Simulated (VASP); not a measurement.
The system is MgSe.

```xyz
2
Lattice="0.0000 2.7255 2.7255 2.7255 0.0000 2.7255 2.7255 2.7255 0.0000" Properties=species:S:1:pos:R:3 pbc="T T T"
Se    2.7255    2.7255    2.7255
Mg    0.0000    0.0000    0.0000
```

Program: VASP 6.6.1. Alike in all runs: no spin polarisation; cell as given.

Question: Order these runs on this cell by their band gap on the k mesh, lowest first.
A. level PBEsol; potentials or basis VASP PAW PBE potentials, release 64 (Se, Mg); k mesh 8 × 8 × 8; cutoff (eV) 520; smearing gaussian 0.1 eV; mesh quality not flagged
B. level LAK; potentials or basis VASP PAW PBE potentials, release 64 (Se, Mg); k mesh 8 × 8 × 8; cutoff (eV) 520; smearing fermi-dirac 0.05 eV; mesh quality not flagged
C. level PBE; potentials or basis VASP PAW PBE potentials, release 64 (Se_GW, Mg_GW); k mesh 5 × 5 × 5; cutoff (eV) 500; smearing gaussian 0.02 eV; mesh quality not flagged
D. level HSE03; potentials or basis VASP PAW PBE potentials, release 64 (Se, Mg); k mesh 6 × 6 × 6; cutoff (eV) 520; smearing gaussian 0.02 eV; grid for exact exchange (PRECFOCK) Fast; ladder gaps; mesh quality not flagged
E. level PBE0; potentials or basis VASP PAW PBE potentials, release 64 (Se, Mg); k mesh 4 × 4 × 4; cutoff (eV) 520; smearing fermi-dirac 0.05 eV; grid for exact exchange (PRECFOCK) Normal; exchange at q = 0 truncated; mesh quality coarse

Answer: A (1.76 eV), C (2.20 eV), D (2.46 eV), B (2.65 eV), E (3.37 eV).

Caveats: some runs use coarse meshes; an odd mesh through Γ misses points on the zone boundary, where band edges often lie (some runs).

Not every run made on this cell is shown here.
